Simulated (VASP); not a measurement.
Wanted: the native input for a VASP 6.6.1 run.

```
Task                   : electric field gradients
Functional             : PBE
Potentials or basis    : VASP PAW PBE potentials, release 64 (Li_sv)
Cutoff                 : 520 eV
k mesh                 : 15 × 15 × 15
Occupations            : fermi-dirac, width 0.08 eV
Spin                   : no spin polarisation
Dipole correction      : no
Further INCAR settings : ALGO = Normal; EDIFF = 1e-08; NBANDS = 8
```

The structure of Li lies in POSCAR:

```
Li
1.0
   -1.7160161825      1.7160161825      1.8200000000
    1.7160161825     -1.7160161825      1.8200000000
    1.7160161825      1.7160161825     -1.8200000000
Li
1
Direct
    0.0000000000      0.0000000000      0.0000000000
```

The cell isn't the ideal one: z stretched by +4 % at fixed volume, crystal datasets.

These files were run (other wordings do the same):

INCAR

```
SYSTEM = Li
PREC     = Accurate       ! precision mode
ENCUT    = 520            ! plane-wave cutoff, eV
EDIFF    = 1E-8           ! SCF threshold, eV
ISMEAR   = -1             ! smearing method
SIGMA    = 0.08           ! smearing width, eV
LREAL    = .False.        ! projectors in reciprocal space
LASPH    = .True.         ! aspherical terms in the spheres
NELM     = 60             ! most SCF steps
ALGO     = Normal         ! electronic algorithm
ISIF     = 2              ! what is computed and relaxed
LWAVE    = .False.        ! write WAVECAR
LCHARG   = .False.        ! write CHGCAR
GGA      = PE             ! functional
LEFG     = .True.       
NBANDS   = 8              ! bands
```

KPOINTS

```
regular mesh
0
Gamma
  15 15 15
  0 0 0
```

Potentials or basis: VASP PAW PBE potentials, release 64 (Li_sv).

Launch:

```bash
$ cat potpaw_PBE.64/Li_sv/POTCAR > POTCAR
$ mpirun -np 1 vasp_std > vasp.out
```

It gave:

```
Band gap on the k mesh : none (metal or under the smearing width)
```

It took 24 s on 1 thread of Intel(R) Xeon(R) Platinum 8259CL CPU @ 2.50GHz (Skylake/Cascade Lake), with other jobs on the host, peak memory 0.15 GiB.
